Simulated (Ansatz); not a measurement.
Computed with DFT PBE, scalar-relativistic, plane waves, PAW (Ansatz 0.2.0). Settings: cutoff 420 eV, Γ-centred meshes spaced at most about 0.3 Å⁻¹, and about 0.25 Å⁻¹ or finer for metals (2π included), Gaussian smearing. No spin polarisation.

Temperature and zero-point effects are left out.

Two relaxed structures of Ta5N:

A.

```cif
data_structure
_symmetry_space_group_name_H-M 'I4/mmm'
_symmetry_Int_Tables_number 139
_cell_length_a 3.2508
_cell_length_b 3.2508
_cell_length_c 18.1879
_cell_angle_alpha 90.000
_cell_angle_beta 90.000
_cell_angle_gamma 90.000
_cell_volume 192.21
loop_
_atom_site_label
_atom_site_type_symbol
_atom_site_symmetry_multiplicity
_atom_site_Wyckoff_symbol
_atom_site_fract_x
_atom_site_fract_y
_atom_site_fract_z
_atom_site_occupancy
Ta1 Ta 4 e 0.50000 0.50000 0.11319 1
Ta2 Ta 2 a 0.00000 0.00000 0.00000 1
Ta3 Ta 4 e 0.00000 0.00000 0.20403 1
N1 N 2 b 0.50000 0.50000 0.00000 1
```

B.

```cif
data_structure
_symmetry_space_group_name_H-M 'P4/nmm:1'
_symmetry_Int_Tables_number 129
_cell_length_a 3.2256
_cell_length_b 3.2256
_cell_length_c 18.1880
_cell_angle_alpha 90.000
_cell_angle_beta 90.000
_cell_angle_gamma 90.000
_cell_volume 189.24
loop_
_atom_site_label
_atom_site_type_symbol
_atom_site_symmetry_multiplicity
_atom_site_Wyckoff_symbol
_atom_site_fract_x
_atom_site_fract_y
_atom_site_fract_z
_atom_site_occupancy
Ta1 Ta 2 c 0.00000 0.50000 0.73617 1
Ta2 Ta 2 c 0.50000 0.00000 0.64237 1
Ta3 Ta 2 c 0.00000 0.50000 0.54706 1
Ta4 Ta 2 c 0.00000 0.50000 0.93163 1
Ta5 Ta 2 c 0.00000 0.50000 0.17296 1
N1 N 2 c 0.00000 0.50000 0.05263 1
```

**Question.** Which is lower in energy, and by how much?

**Answer.** A is lower, by 48 meV/atom. A has space group I4/mmm (No. 139), 16.0 Å³/atom and no gap on its mesh; B has space group P4/nmm (No. 129), 15.8 Å³/atom and no gap. Counting Ta atoms around N (those within 1.25 times the shortest such distance or 1.15 times the sum of covalent radii, 1.27 where that leaves under three; a plus sign parts nearer from farther groups), A has N 2+4 and B has N 6. In A, Ta on a site of symmetry 4mm is surrounded by 1 N at 2.06 Å, 4 Ta at 2.83 Å and 9 Ta at 3.09–3.32 Å; Ta on a site of symmetry 4/mmm has 4 N at 2.30 Å, 12 Ta at 3.09–3.25 Å and 2 Ta at 3.71 Å; N has 2 Ta at 2.06 Å and 4 Ta at 2.30 Å; 1 more site not described. In B, Ta on its first site has 8 Ta at 2.82–2.85 Å, 4 Ta at 3.23 Å and 2 Ta at 3.44–3.56 Å; Ta on its second site has 8 Ta at 2.85–2.86 Å and 6 Ta at 3.23–3.45 Å; N has 6 Ta at 2.19–2.30 Å; 3 more sites not described. Both come from invented guesses.

These runs have no spin–orbit coupling, which can matter for Ta. Cells relaxed within their symmetry can be saddle points.
